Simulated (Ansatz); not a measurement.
AgCl, DFT, PBEsol, all-electron PAW with datasets made for the crystal, scalar-relativistic (Ansatz 0.2.0), run on 1 thread of Arm Neoverse V2 on a shared host.

The cell is the one relaxed in the Materials Project (mp-570858), not relaxed further here; entries there can be hypothetical. The listed cell was then made from it by scaling, straining or moving an atom.

Command: `ansatz run input.yaml --threads 1 --pin off --max-ram 6144MiB --backend cpu --events-out ev --progress --plain --runs-dir out`

```yaml
crystal:
  lattice:
    - [1.870909703, -5.5565952358, 0.0]
    - [1.870909703, 5.5565952358, 0.0]
    - [0.0, 0.0, 4.002518097]
  atoms:
    - { symbol: Ag, position: [0.3965554, 0.6034446, 0.75] }
    - { symbol: Ag, position: [0.6034446, 0.3965554, 0.25] }
    - { symbol: Cl, position: [0.86544873, 0.13455127, 0.25] }
    - { symbol: Cl, position: [0.13455127, 0.86544873, 0.75] }
kpoints:
  mp_grid: { grid: [9, 9, 8] }
scf:
  occupations: { method: fermi_dirac, width: 0.03 }
hamiltonian:
  xc: pbesol
  pseudopotentials: { kind: all_electron, datasets: crystal }
output:
  forces: true
  stress: true
  eigenvalues: true
  efg: { contact_densities: true }
```

How large is the problem that the program sets up?

125 irreducible k-points, 817 plane waves at Γ, 22 bands.

About how long does it take, and how much memory does it use?

31 s of wall time for 9 SCF iterations, with a peak of 0.85 GiB. Times on shared machines scatter by tens of per cent.

And the same cell and mesh by PAW (frozen-core files), asked for forces, stress, eigenvalues, efg, write_density, write_potential, elf, on the same hardware?

23 s, peak memory 0.54 GiB.
